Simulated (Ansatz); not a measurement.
**TiO2: a line through an energy map**

How does the energy of TiO2 (I4_1/amd, No. 141; 6 atoms in the cell) vary with lattice constant c, at lattice constant a (and b) = 3.627 Å?

Program: Ansatz 0.2.0. Level of theory: DFT PBE+U, scalar-relativistic, plane waves, PAW. These are calculated values, not measurements.

15 further runs of the same task are left out: 15 set aside as unsound or not needed.

## Step 1: Starting point

The structure is tetragonal, space group I4_1/amd (No. 141). The conventional cell has a = 3.818 Å, b = 3.818 Å, c = 9.778 Å, α = 90.00°, β = 90.00°, γ = 90.00°. Ti (site symmetry -4m2) has 6 O at 1.96 to 2.01 Å as nearest neighbours. O (site symmetry 2mm) has 3 Ti at 1.96 to 2.01 Å as nearest neighbours.

Coordinates:

```cif
data_structure
_symmetry_space_group_name_H-M 'I4_1/amd:1'
_symmetry_Int_Tables_number 141
_cell_length_a 3.8177
_cell_length_b 3.8177
_cell_length_c 9.7776
_cell_angle_alpha 90.000
_cell_angle_beta 90.000
_cell_angle_gamma 90.000
_cell_volume 142.51
loop_
_atom_site_label
_atom_site_type_symbol
_atom_site_symmetry_multiplicity
_atom_site_Wyckoff_symbol
_atom_site_fract_x
_atom_site_fract_y
_atom_site_fract_z
_atom_site_occupancy
Ti1 Ti 4 a 0.00000 0.00000 0.00000 1
O1 O 8 e 0.00000 0.00000 0.20527 1
```

It is the result of an earlier relaxation at this level (volume 11.88 Å³/atom; gap on the mesh: 2.65 eV).

## Step 2: Plan of the line

The energy is mapped over the lattice constants a and c of the conventional cell.

The axes are (1) lattice constant a (and b): 7 values from 3.627 to 4.009 Å; (2) lattice constant c: 7 values from 8.995 to 10.560 Å.

Nothing else is relaxed (fractional coordinates fixed). Energies count from the relaxed crystal. Points are written as (first, second).

## Step 3: The run at (3.627 Å, 8.995 Å)

input.yaml

```yaml
crystal:
  lattice:
    - [-1.8134, 1.8134, 4.4977]
    - [1.8134, -1.8134, 4.4977]
    - [1.8134, 1.8134, -4.4977]
  atoms:
    - { symbol: Ti, position: [0.0, 0.0, 0.0] }
    - { symbol: Ti, position: [0.75, 0.25, 0.5] }
    - { symbol: O, position: [0.2052682436, 0.2052682436, 0.0] }
    - { symbol: O, position: [0.9552682436, 0.4552682436, 0.5] }
    - { symbol: O, position: [0.5447317564, 0.0447317564, 0.5] }
    - { symbol: O, position: [0.7947317564, 0.7947317564, 0.0] }
basis:
  ecutwfc: 520.0
kpoints:
  mp_grid: { grid: [8, 8, 8] }
hamiltonian:
  xc: pbe
  hubbard: { sites: [{ species: Ti, l: d, u_eff: 4.0 }] }
scf:
  occupations: { method: gaussian, width: 0.05 }
output:
  forces: true
  stress: true
  eigenvalues: true
```

Started as:

```sh
ansatz run input.yaml --threads 2 --pin off --max-ram 4096MiB --backend cpu --events-out ev --progress --plain --runs-dir out
```

The log of the run, cut to the lines that bear on the results:

```text
Warning: RAYON_NUM_THREADS=2 ignored (pool sized by the plan → 2); use --threads N
[...]
Ti: projections on atomic orbitals take those of the free atom [Ne] 3s2 3p6 3d2 4s2, of charge +0.00 (hamiltonian.pseudopotentials.projection_atoms); the dataset's partial waves leave at most 4.1e-7 of an orbital's norm unspanned inside its sphere
O: projections on atomic orbitals take those of the free atom [He] 2s2 2p4, of charge +0.00 (hamiltonian.pseudopotentials.projection_atoms); the dataset's partial waves leave at most 1.9e-8 of an orbital's norm unspanned inside its sphere
[...]
Pseudopotentials: kind: paw
Pseudopotential: Ti, paw, valence charge 12, recommended cutoff 420 eV (normal), Ti.paw.azcp
Pseudopotential: O, paw, valence charge 6, recommended cutoff 420 eV (normal), O.paw.azcp
Functional definition: PBE
[...]
Crystal: 6 atoms, lattice volume = 59.161 Å³
Basis set: ecut = 520 eV, 1621 PW (Γ), FFT grids on a1+a3, a2+a3, a3, exchange–correlation on 54×54×80 points (8 copies of the dense FFT grid, shifted against one another)
Bands: 30, of which v1, the nominal top of the filled ones, is band 24 counted from 1 (23 counted from 0)
Symmetry: 16 space group operations
Space group: I41/amd (ITA 141), of the structure as read, at distance tolerance 3.9e-5 Å
k-points: 59 of 512
[...]
SCF iter   1: F=—  HF=-7270.690927 eV  |F-HF|=—  |Δ(HF+E_count)|=         —  Δρ=1.18e-1  dr2=7.86e0  ethr=3.10e-3  ⟨swp⟩=5.9  Hψ=7220  notcnv=0
[...]
SCF iter   8: F=-7269.005969 eV  HF=-7269.005969 eV  |F-HF|=1.19e-9  |Δ(HF+E_count)|=   7.03e-7  Δρ=6.34e-6  dr2=8.82e-9  ethr=2.08e-10  ⟨swp⟩=9.7  Hψ=9292  notcnv=0
[...]
SCF converged after 8 iterations
Free energy (F): -7269.005969 eV
[...]
E sigma→0 (E₀):  -7269.005969 eV
Fermi energy:    11.087894 eV
[...]
--- Forces (eV/Å), atoms counted from 1 ---
  atom   1  Ti     0.00000000    -0.00000000     0.00000000
  atom   2  Ti     0.00000000     0.00000000     0.00000000
  atom   3  O     -0.00000000     0.00000000     2.18500161
  atom   4  O      0.00000000     0.00000000     2.18500161
  atom   5  O      0.00000000     0.00000000    -2.18500161
  atom   6  O      0.00000000    -0.00000000    -2.18500161
[...]
--- Stress (GPa, compression-positive) ---
       49.023326       0.000000      -0.000000
        0.000000      49.023326      -0.000000
        0.000000       0.000000      70.392500
  P = ⅓ Tr σ = 56.1464 GPa (561.464 kbar)
--- Band table (eV; the first three rows and the last of 59) ---
[...]
Occupation matrices written to <dir>
```

Wall time 17 s (2 threads of Intel Xeon at 2.50GHz (Skylake/Cascade Lake), shared host); peak memory 0.54 GiB.

On the map this point reads 312 meV/atom.

## Step 4: Grid point (3.627 Å, 9.256 Å)

input.yaml, as its differences from that of step 3:

```diff
@@ -2,5 +2,5 @@
   lattice:
-    - [-1.8134, 1.8134, 4.4977]
-    - [1.8134, -1.8134, 4.4977]
-    - [1.8134, 1.8134, -4.4977]
+    - [-1.8134, 1.8134, 4.62805]
+    - [1.8134, -1.8134, 4.62805]
+    - [1.8134, 1.8134, -4.62805]
   atoms:
```

Started as:

```sh
ansatz run input.yaml --threads 2 --pin off --max-ram 4096MiB --backend cpu --events-out ev --progress --plain --runs-dir out
```

The log of the run, cut to the lines that bear on the results:

```text
Warning: RAYON_NUM_THREADS=2 ignored (pool sized by the plan → 2); use --threads N
[...]
Ti: projections on atomic orbitals take those of the free atom [Ne] 3s2 3p6 3d2 4s2, of charge +0.00 (hamiltonian.pseudopotentials.projection_atoms); the dataset's partial waves leave at most 4.1e-7 of an orbital's norm unspanned inside its sphere
O: projections on atomic orbitals take those of the free atom [He] 2s2 2p4, of charge +0.00 (hamiltonian.pseudopotentials.projection_atoms); the dataset's partial waves leave at most 1.9e-8 of an orbital's norm unspanned inside its sphere
[...]
Pseudopotentials: kind: paw
Pseudopotential: Ti, paw, valence charge 12, recommended cutoff 420 eV (normal), Ti.paw.azcp
Pseudopotential: O, paw, valence charge 6, recommended cutoff 420 eV (normal), O.paw.azcp
Functional definition: PBE
[...]
Crystal: 6 atoms, lattice volume = 60.876 Å³
[...]
SCF iter   8: F=-7269.629384 eV  HF=-7269.629384 eV  |F-HF|=5.69e-9  |Δ(HF+E_count)|=   1.15e-6  Δρ=8.82e-6  dr2=1.80e-8  ethr=2.08e-10  ⟨swp⟩=9.7  Hψ=9417  notcnv=0
[...]
SCF converged after 8 iterations
Free energy (F): -7269.629384 eV
[...]
E sigma→0 (E₀):  -7269.629384 eV
Fermi energy:    10.657318 eV
[...]
--- Forces (eV/Å), atoms counted from 1 ---
  atom   1  Ti    -0.00000000     0.00000000    -0.00000000
  atom   2  Ti     0.00000000     0.00000000     0.00000000
  atom   3  O      0.00000000    -0.00000000     1.13573326
  atom   4  O     -0.00000000     0.00000000     1.13573326
  atom   5  O     -0.00000000    -0.00000000    -1.13573326
  atom   6  O      0.00000000     0.00000000    -1.13573326
[...]
--- Stress (GPa, compression-positive) ---
       42.430320      -0.000000       0.000000
       -0.000000      42.430320       0.000000
        0.000000       0.000000      47.134048
  P = ⅓ Tr σ = 43.9982 GPa (439.982 kbar)
--- Band table (eV; the first three rows and the last of 59) ---
[...]
Occupation matrices written to <dir>
```

Run time: 16 s. Hardware: 2 threads of Intel Xeon at 2.50GHz (Skylake/Cascade Lake), shared host; peak memory 0.55 GiB.

On the map this point reads 208 meV/atom.

## Step 5: Grid point (3.627 Å, 9.778 Å)

input.yaml, as its differences from that of step 4:

```diff
@@ -2,5 +2,5 @@
   lattice:
-    - [-1.8134, 1.8134, 4.62805]
-    - [1.8134, -1.8134, 4.62805]
-    - [1.8134, 1.8134, -4.62805]
+    - [-1.8134, 1.8134, 4.8887928505]
+    - [1.8134, -1.8134, 4.8887928505]
+    - [1.8134, 1.8134, -4.8887928505]
   atoms:
```

Started as:

```sh
ansatz run input.yaml --threads 2 --pin off --max-ram 4096MiB --backend cpu --events-out ev --progress --plain --runs-dir out
```

The log of the run, cut to the lines that bear on the results:

```text
[...]
SCF converged after 9 iterations
Free energy (F): -7270.271897 eV
[...]
E sigma→0 (E₀):  -7270.271897 eV
Fermi energy:    9.898755 eV
[...]
--- Forces (eV/Å), atoms counted from 1 ---
  atom   1  Ti     0.00000000     0.00000000     0.00000000
  atom   2  Ti     0.00000000     0.00000000     0.00000000
  atom   3  O      0.00000000    -0.00000000    -0.22478525
  atom   4  O      0.00000000    -0.00000000    -0.22478525
  atom   5  O      0.00000000    -0.00000000     0.22478525
  atom   6  O      0.00000000     0.00000000     0.22478525
[...]
--- Stress (GPa, compression-positive) ---
       31.043024       0.000000       0.000000
        0.000000      31.043024       0.000000
        0.000000       0.000000      15.756894
  P = ⅓ Tr σ = 25.9476 GPa (259.476 kbar)
--- Band table (eV; the first three rows and the last of 59) ---
[...]
Occupation matrices written to <dir>
```

Wall time 18 s (2 threads of Intel Xeon at 2.50GHz (Skylake/Cascade Lake), shared host); peak memory 0.56 GiB.

Energy on the map's scale: 101 meV/atom.

## Step 6: The run at (3.627 Å, 10.038 Å)

input.yaml, as its differences from that of step 5:

```diff
@@ -2,5 +2,5 @@
   lattice:
-    - [-1.8134, 1.8134, 4.8887928505]
-    - [1.8134, -1.8134, 4.8887928505]
-    - [1.8134, 1.8134, -4.8887928505]
+    - [-1.8134, 1.8134, 5.01915]
+    - [1.8134, -1.8134, 5.01915]
+    - [1.8134, 1.8134, -5.01915]
   atoms:
@@ -25 +25,5 @@
   eigenvalues: true
+  write_density: true
+  write_potential: true
+  elf: true
+  volumetric_format: npy
```

Started as:

```sh
ansatz run input.yaml --threads 2 --pin off --max-ram 4096MiB --backend cpu --events-out ev --progress --plain --runs-dir out
```

The log of the run, cut to the lines that bear on the results:

```text
[...]
SCF converged after 9 iterations
Free energy (F): -7270.383529 eV
[...]
E sigma→0 (E₀):  -7270.383529 eV
Fermi energy:    9.552475 eV
[...]
--- Forces (eV/Å), atoms counted from 1 ---
  atom   1  Ti     0.00000000     0.00000000     0.00000000
  atom   2  Ti    -0.00000000     0.00000000     0.00000000
  atom   3  O      0.00000000    -0.00000000    -0.63338107
  atom   4  O      0.00000000     0.00000000    -0.63338107
  atom   5  O      0.00000000     0.00000000     0.63338107
  atom   6  O      0.00000000     0.00000000     0.63338107
[...]
--- Stress (GPa, compression-positive) ---
       26.120656      -0.000000      -0.000000
       -0.000000      26.120656      -0.000000
       -0.000000      -0.000000       5.605287
  P = ⅓ Tr σ = 19.2822 GPa (192.822 kbar)
--- Band table (eV; the first three rows and the last of 59) ---
[...]
Occupation matrices written to <dir>
```

It took 23 s on 2 threads of Intel Xeon at 2.50GHz (Skylake/Cascade Lake), shared host; peak memory 0.61 GiB.

The maps below are laid out on this run's own conventional cell (a, b, c = 3.627, 3.627, 10.038 Å).

Density in a lattice plane of the grid's cell (edges 3.63 and 10.04 Å, at 0.000 of the third edge), which holds Ti and O.

Ten even steps from '0' (0.02 e/Å³) to '9' (9.98 e/Å³):
```
52037302
00012100
21000001
73025203
31069601
00025200
00000000
00012100
00037300
00013100
00000000
00000000
00000000
00000000
31000001
73000003
21000001
00000000
52000002
96013106
```
Columns run along the first of these edges and rows up along the second, over one cell in 8 and 20 even steps from the bottom left corner. Atoms in the plane (fractional): Ti at (0.00, 0.00), Ti at (0.50, 0.75), O at (0.00, 0.21), O at (0.50, 0.96), O at (0.50, 0.54), O at (0.00, 0.79).

ELF in the same plane.

Ten even steps from '0' (0.00) to '9' (0.82):
```
75493945
21299921
99212129
39457549
99360639
85177715
10022200
01699961
01893981
00699960
00268620
00001000
10000000
86200026
99600069
39810189
99610169
21001001
77158517
06399936
```
Columns run along the first of these edges and rows up along the second, over one cell in 8 and 20 even steps from the bottom left corner. Atoms in the plane (fractional): Ti at (0.00, 0.00), Ti at (0.50, 0.75), O at (0.00, 0.21), O at (0.50, 0.96), O at (0.50, 0.54), O at (0.00, 0.79).

Both are smooth fields of the valence electrons: close to the nuclei they are not physical.

The highest ELF values outside the cores: 0.83 beside O, off the lines to its neighbours, 0.7 Å from O; 0.83 in the shell around O, 0.6 Å from O.

On the map this point reads 82 meV/atom.

## Step 7: Point (3.627 Å, 10.299 Å)

input.yaml, as its differences from that of step 6:

```diff
@@ -2,5 +2,5 @@
   lattice:
-    - [-1.8134, 1.8134, 5.01915]
-    - [1.8134, -1.8134, 5.01915]
-    - [1.8134, 1.8134, -5.01915]
+    - [-1.8134, 1.8134, 5.14955]
+    - [1.8134, -1.8134, 5.14955]
+    - [1.8134, 1.8134, -5.14955]
   atoms:
@@ -25,5 +25 @@
   eigenvalues: true
-  write_density: true
-  write_potential: true
-  elf: true
-  volumetric_format: npy
```

Started as:

```sh
ansatz run input.yaml --threads 2 --pin off --max-ram 4096MiB --backend cpu --events-out ev --progress --plain --runs-dir out
```

The log of the run, cut to the lines that bear on the results:

```text
[...]
SCF converged after 9 iterations
Free energy (F): -7270.401442 eV
[...]
E sigma→0 (E₀):  -7270.401442 eV
Fermi energy:    9.219864 eV
[...]
--- Forces (eV/Å), atoms counted from 1 ---
  atom   1  Ti     0.00000000    -0.00000000     0.00000000
  atom   2  Ti    -0.00000000     0.00000000     0.00000000
  atom   3  O      0.00000000    -0.00000000    -0.91039310
  atom   4  O      0.00000000     0.00000000    -0.91039310
  atom   5  O      0.00000000    -0.00000000     0.91039310
  atom   6  O     -0.00000000     0.00000000     0.91039310
[...]
--- Stress (GPa, compression-positive) ---
       21.626252       0.000000       0.000000
        0.000000      21.626252      -0.000000
        0.000000      -0.000000      -1.860483
  P = ⅓ Tr σ = 13.7973 GPa (137.973 kbar)
--- Band table (eV; the first three rows and the last of 59) ---
[...]
Occupation matrices written to <dir>
```

Wall time 18 s (2 threads of Intel Xeon at 2.50GHz (Skylake/Cascade Lake), shared host); peak memory 0.57 GiB.

Energy on the map's scale: 79 meV/atom.

## Step 8: The run at (3.627 Å, 10.560 Å)

input.yaml, as its differences from that of step 7:

```diff
@@ -2,5 +2,5 @@
   lattice:
-    - [-1.8134, 1.8134, 5.14955]
-    - [1.8134, -1.8134, 5.14955]
-    - [1.8134, 1.8134, -5.14955]
+    - [-1.8134, 1.8134, 5.2799]
+    - [1.8134, -1.8134, 5.2799]
+    - [1.8134, 1.8134, -5.2799]
   atoms:
```

Started as:

```sh
ansatz run input.yaml --threads 2 --pin off --max-ram 4096MiB --backend cpu --events-out ev --progress --plain --runs-dir out
```

The log of the run, cut to the lines that bear on the results:

```text
Warning: RAYON_NUM_THREADS=2 ignored (pool sized by the plan → 2); use --threads N
[...]
Ti: projections on atomic orbitals take those of the free atom [Ne] 3s2 3p6 3d2 4s2, of charge +0.00 (hamiltonian.pseudopotentials.projection_atoms); the dataset's partial waves leave at most 4.1e-7 of an orbital's norm unspanned inside its sphere
O: projections on atomic orbitals take those of the free atom [He] 2s2 2p4, of charge +0.00 (hamiltonian.pseudopotentials.projection_atoms); the dataset's partial waves leave at most 1.9e-8 of an orbital's norm unspanned inside its sphere
[...]
Pseudopotentials: kind: paw
Pseudopotential: Ti, paw, valence charge 12, recommended cutoff 420 eV (normal), Ti.paw.azcp
Pseudopotential: O, paw, valence charge 6, recommended cutoff 420 eV (normal), O.paw.azcp
Functional definition: PBE
[...]
Crystal: 6 atoms, lattice volume = 69.450 Å³
[...]
SCF iter   9: F=-7270.351300 eV  HF=-7270.351300 eV  |F-HF|=9.47e-9  |Δ(HF+E_count)|=   1.52e-8  Δρ=3.36e-6  dr2=7.16e-9  ethr=2.08e-10  ⟨swp⟩=8.7  Hψ=8501  notcnv=0
[...]
SCF converged after 9 iterations
Free energy (F): -7270.351300 eV
[...]
E sigma→0 (E₀):  -7270.351300 eV
Fermi energy:    8.900261 eV
[...]
--- Forces (eV/Å), atoms counted from 1 ---
  atom   1  Ti     0.00000000     0.00000000     0.00000000
  atom   2  Ti    -0.00000000     0.00000000     0.00000000
  atom   3  O      0.00000000    -0.00000000    -1.08395027
  atom   4  O     -0.00000000    -0.00000000    -1.08395027
  atom   5  O      0.00000000     0.00000000     1.08395027
  atom   6  O      0.00000000    -0.00000000     1.08395027
[...]
--- Stress (GPa, compression-positive) ---
       17.506124       0.000000      -0.000000
        0.000000      17.506124      -0.000000
       -0.000000      -0.000000      -7.196364
  P = ⅓ Tr σ = 9.2720 GPa (92.720 kbar)
--- Band table (eV; the first three rows and the last of 59) ---
[...]
Occupation matrices written to <dir>
```

It took 19 s on 2 threads of Intel Xeon at 2.50GHz (Skylake/Cascade Lake), shared host; peak memory 0.58 GiB.

That is 87 meV/atom from the zero.

## Step 9: The line in numbers

| lattice constant c (Å) | step | energy (meV/atom) | slope (meV/atom per Å) | pressure (GPa) | band gap on the k-mesh (eV) | largest force on an atom (eV/Å) |
| --- | --- | --- | --- | --- | --- | --- |
| 8.995 | 3 | 312 | −482 | 56.1 | 3.08 | 2.19 |
| 9.256 | 4 | 208 | −322 | 44.0 | 3.07 | 1.14 |
| 9.517 | – | 140 | −200 | 34.1 | 3.04 | 0.35 |
| 9.778 | 5 | 101 | −108 | 25.9 | 2.97 | 0.23 |
| 10.038 | 6 | 82 | −38 | 19.3 | 2.90 | 0.63 |
| 10.299 | 7 | 79 | 13 | 13.8 | 2.85 | 0.91 |
| 10.560 | 8 | 87 | 49 | 9.3 | 2.79 | 1.08 |

Energies count from the relaxed crystal. Rows without a step come from runs not printed here or follow by symmetry. Slopes come from the forces (and the stress, where the cell changes), not from differences of energies.

In words: Along the line the energy is lowest at 10.299 Å, 79 meV/atom from the zero. A fit to energies and slopes at the lowest point and its two neighbours puts the minimum at 10.2260 Å, with a curvature of about 180 meV/atom per Å². The highest point computed, at 8.995 Å, lies 233 meV/atom above the lowest. This is one cut through a surface in two coordinates; the map's lowest point lies off it. With the other coordinates free, the energies away from the reference would be the same or lower.
